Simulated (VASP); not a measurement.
## GaN in VASP 6.6.1, single-point calculation

INCAR

```
LCHARG = .FALSE.
EDIFF = 1E-7
ISMEAR = -1
LASPH = .TRUE.
SIGMA = 0.02
GGA = PE
NELM = 120
PREC = Medium
NSW = 0
LWAVE = .FALSE.
LREAL = .FALSE.
ENCUT = 520
NBANDS = 16
IBRION = -1
ISIF = 2
```

KPOINTS

```
KPOINTS created by Atomic Simulation Environment
0
Gamma
10 10 10
0 0 0
```

POSCAR

```
Ga N
 1.0000000000000000
     0.0000000000000000    2.2489525415000000    2.2489525415000000
     2.2763897625000000    0.0000000000000000    2.2489525415000000
     2.2763897625000000    2.2489525415000000    0.0000000000000000
 Ga  N
   1   1
Cartesian
  0.0000000000000000  0.0000000000000000  0.0000000000000000
  1.1381948812500000  1.1244762707500000  1.1244762707500000
```

The recommended PBE PAW datasets give the neutral cell 18 valence electrons.

Command

```
mpirun -np 1 vasp_std
```

**Question.** Predict the outcome of this run.

**Answer.** It converged. Results: gap between bands v and c on the k mesh 1.67 eV; least direct gap on the k mesh 1.67 eV; pressure 3.9 GPa. Band v is the last that the valence electrons fill when counted band by band, and c is the next.

OSZICAR

```
N       E                     dE             d eps       ncg     rms          rms(c)
DAV:   1     0.826784594104E+02    0.82678E+02   -0.94223E+03  3656   0.203E+03
DAV:   2    -0.828441360700E+01   -0.90963E+02   -0.84488E+02  3792   0.330E+02
DAV:   3    -0.140710270239E+02   -0.57866E+01   -0.57667E+01  3816   0.703E+01
DAV:   4    -0.141367343483E+02   -0.65707E-01   -0.65701E-01  4176   0.809E+00
DAV:   5    -0.141376254499E+02   -0.89110E-03   -0.89110E-03  3896   0.831E-01    0.770E+00
DAV:   6    -0.121465085332E+02    0.19911E+01   -0.49138E+00  4920   0.395E+01    0.268E+00
DAV:   7    -0.121543721490E+02   -0.78636E-02   -0.31689E-01  3600   0.660E+00    0.177E+00
DAV:   8    -0.121506593906E+02    0.37128E-02   -0.59132E-02  3672   0.324E+00    0.803E-01
DAV:   9    -0.121463686351E+02    0.42908E-02   -0.14276E-02  4904   0.269E+00    0.205E-01
DAV:  10    -0.121467420731E+02   -0.37344E-03   -0.14854E-03  3808   0.521E-01    0.102E-01
DAV:  11    -0.121466443007E+02    0.97772E-04   -0.27720E-04  4824   0.255E-01    0.777E-03
DAV:  12    -0.121466495469E+02   -0.52462E-05   -0.29984E-05  3808   0.514E-02    0.100E-02
DAV:  13    -0.121466493165E+02    0.23045E-06   -0.70973E-07  4040   0.138E-02    0.293E-03
DAV:  14    -0.121466492371E+02    0.79381E-07   -0.50520E-08  2944   0.284E-03
   1 F= -.12146649E+02 E0= -.12146649E+02  d E =-.165860E-10
```

Standard output (part)

```
POSCAR found type information on POSCAR GaN
 POSCAR found :  2 types and       2 ions
 LDA part: xc-table for (Slater+PW92), standard interpolation
 POSCAR, INCAR and KPOINTS ok, starting setup
 WAVECAR not read
 entering main loop
```

For comparison, a separate PBE run of the intended cell, on usual settings and not on those above, gives a gap of 1.67 eV on its mesh and a pressure of 3.9 GPa.
